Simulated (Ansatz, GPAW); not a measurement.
# SrCl2: the functional in 2 programs

```
Sr Cl
1.0
     0.00000    3.48835    3.48835
     3.48835    0.00000    3.48835
     3.48835    3.48835    0.00000
Sr Cl
1 2
Direct
  0.00000 0.00000 0.00000
  0.75000 0.75000 0.75000
  0.25000 0.25000 0.25000
```

Kept alike: task band structure; k mesh 7 × 7 × 7; occupations fermi-dirac, width 0.05 eV; no spin polarisation. The mesh is that of the run's cell of 3 atoms. No spin-orbit coupling.

- A: GPAW; the program's PAW data sets (release 1.2.1) made for this functional (LDA); GPAW PAW data sets (gpaw-data 1.2.1) (PBE); PAW data sets generated for this functional (PBEsol), cutoff 600 eV
- B: Ansatz, all-electron LAPW, scalar-relativistic

| functional | A: pressure (GPa) | B: pressure (GPa) |
| --- | --- | --- |
| LDA | -2.78 | -2.84 |
| PBE | 1.05 | 0.99 |
| PBEsol | -0.99 | -1.06 |

Pressure is positive in compression; plane-wave values hold the error of the finite cutoff.

How large is the effect of the functional, and do the programs agree on it?

From LDA to PBE the pressure moves by +3.83 in A, +3.83 in B (GPa). Row by row the programs differ by 0.06 to 0.07, and over this span the shifts, as printed, agree within 1 %. Shifts from LDA: PBE +3.83, +3.83; PBEsol +1.79, +1.78; the programs' shifts differ by up to 0.01.
